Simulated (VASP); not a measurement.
Here is a VASP 6.6.1 calculation.

The input INCAR:

```
SYSTEM = BN
  ALGO = Normal
  EDIFF = 1E-7
  EDIFFG = -0.005
  ENCUT = 600
  GGA = PE
  IBRION = 2
  ISIF = 3
  ISMEAR = 0
  LASPH = .True.
  LATTICE_CONSTRAINTS = .TRUE. .TRUE. .FALSE.
  LCHARG = .False.
  LREAL = .False.
  LWAVE = .False.
  NELM = 80
  NSW = 90
  PREC = Accurate
  SIGMA = 0.03
```

KPOINTS

```
k-points
0
Gamma
  15 15 1
  0 0 0
```

The input POSCAR:

```
BN                                      
1.0
    2.5121111516      0.0000000000      0.0000000000
   -1.2560555758      2.1755520696      0.0000000000
    0.0000000000      0.0000000000     18.0000000000
  B               N             
     1     1
Direct
     0.6666666699999979    0.3333333300000021    0.5000000000000000
     0.3333333300000021    0.6666666699999979    0.5000000000000000
```

Potentials or basis: VASP PAW PBE potentials, release 64 (B, N).

Run with:

```bash
$ cat potpaw_PBE.64/B/POTCAR potpaw_PBE.64/N/POTCAR > POTCAR
$ mpirun -np 1 vasp_std > vasp.out
```

Task: Estimate the band gap on the k mesh.

Result: 4.66 eV, direct.

Final structure:
```
CELL_PARAMETERS angstrom
2.51211 0.00000 0.00000
-1.25606 2.17555 0.00000
0.00000 0.00000 18.00000
ATOMIC_POSITIONS crystal
B 0.66667 0.33333 0.50000
N 0.33333 0.66667 0.50000
```

Caveat: the relaxation stopped at its first step, so nothing moved. Expect the measured gap to be larger: semilocal functionals such as PBE lack the derivative discontinuity.
